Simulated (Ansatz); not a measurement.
# Stability checks on a candidate for SiO2

It was reached by relaxing an invented guess, and it needn't be the stable form of this composition.

Theory: Ansatz, DFT PBE, scalar-relativistic, plane waves, PAW. The final run on the 12-atom cell used 420 eV, a Γ-centred 4×4×6 mesh, 0.02 eV smearing and no spin polarisation.

```cif
data_structure
_symmetry_space_group_name_H-M 'P 1'
_symmetry_Int_Tables_number 1
_cell_length_a 6.0938
_cell_length_b 6.0938
_cell_length_c 4.7689
_cell_angle_alpha 90.000
_cell_angle_beta 90.000
_cell_angle_gamma 90.000
_cell_volume 177.09
loop_
_atom_site_label
_atom_site_type_symbol
_atom_site_fract_x
_atom_site_fract_y
_atom_site_fract_z
_atom_site_occupancy
Si1 Si 0.34664 0.00000 0.75000 1
Si2 Si 0.65336 0.00000 0.25000 1
Si3 Si 0.00000 0.34664 0.00000 1
Si4 Si 0.00000 0.65336 0.50000 1
O1 O 0.50000 0.09901 0.50000 1
O2 O 0.50000 0.90099 0.00000 1
O3 O 0.19625 0.19625 0.87500 1
O4 O 0.19625 0.80375 0.62500 1
O5 O 0.80375 0.19625 0.12500 1
O6 O 0.80375 0.80375 0.37500 1
O7 O 0.90099 0.50000 0.75000 1
O8 O 0.09901 0.50000 0.25000 1
```

The zero of energy is the elements' standard structures at the same level (O₂ as a molecule); no fitted shifts are applied.

Question: These tests were run: energy against the elements; phonons on a 1×1×2 q mesh. What do they show?

Answer:

```
                       test                                                                                     result
energy against the elements                                                                             −2.767 eV/atom
  phonons on a 1×1×2 q mesh  no imaginary mode on the mesh, but the interpolation dips to 130i cm⁻¹ between its points
```

It fails none of these tests outright. Other phases of the system weren't compared here, so this isn't yet thermodynamic stability. Undecided within the accuracy: phonons on a 1×1×2 q mesh.

The run for the phonons used a 4×4×6 k mesh.
